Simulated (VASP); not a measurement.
Here is a VASP 6.6.1 calculation.

The input INCAR:

```
SYSTEM = BN
ALGO = Fast
EDIFF = 1E-6
EDIFFG = -0.01
ENCUT = 600
IBRION = 2
ISIF = 3
ISMEAR = -1
LASPH = .TRUE.
LCHARG = .FALSE.
LREAL = .FALSE.
LWAVE = .FALSE.
NELM = 80
NSW = 60
PREC = Accurate
SIGMA = 0.05
```

File KPOINTS:

```
k-points
0
G
  12 12 12
  0 0 0
```

File POSCAR:

```
BN
1.0
    1.2511217832      0.7223354983      3.3729344033
   -1.2511217832      0.7223354983      3.3729344033
    0.0000000000     -1.4446709966      3.3729344033
N B
1 1
Direct
    0.6672382000      0.6672382000      0.6672382000
    0.0003288000      0.0003288000      0.0003288000
```

Potentials or basis: VASP PAW LDA potentials, release 64 (N, B).

Launch:

```bash
$ cat potpaw_LDA.64/N/POTCAR potpaw_LDA.64/B/POTCAR > POTCAR
$ mpirun -np 1 vasp_std > vasp.out
```

Problem. Estimate the band gap on the k mesh.

Solution. 3.99 eV, indirect (least direct gap 4.60 eV).

Problem. Estimate the relaxed cell.

Solution. a = 3.507 Å, b = 3.507 Å, c = 3.507 Å, α = 41.59°, β = 41.59°, γ = 41.59°.

Problem. Estimate the relaxed volume.

Solution. 8.59 Å³/atom.

Final structure:
```cif
data_structure
_symmetry_space_group_name_H-M 'P 1'
_symmetry_Int_Tables_number 1
_cell_length_a 3.5069
_cell_length_b 3.5069
_cell_length_c 3.5069
_cell_angle_alpha 41.588
_cell_angle_beta 41.588
_cell_angle_gamma 41.588
_cell_volume 17.18
loop_
_atom_site_label
_atom_site_type_symbol
_atom_site_fract_x
_atom_site_fract_y
_atom_site_fract_z
_atom_site_occupancy
N1 N 0.66733 0.66733 0.66733 1
B1 B 0.00024 0.00024 0.00024 1
```

A k mesh can miss the band edges.
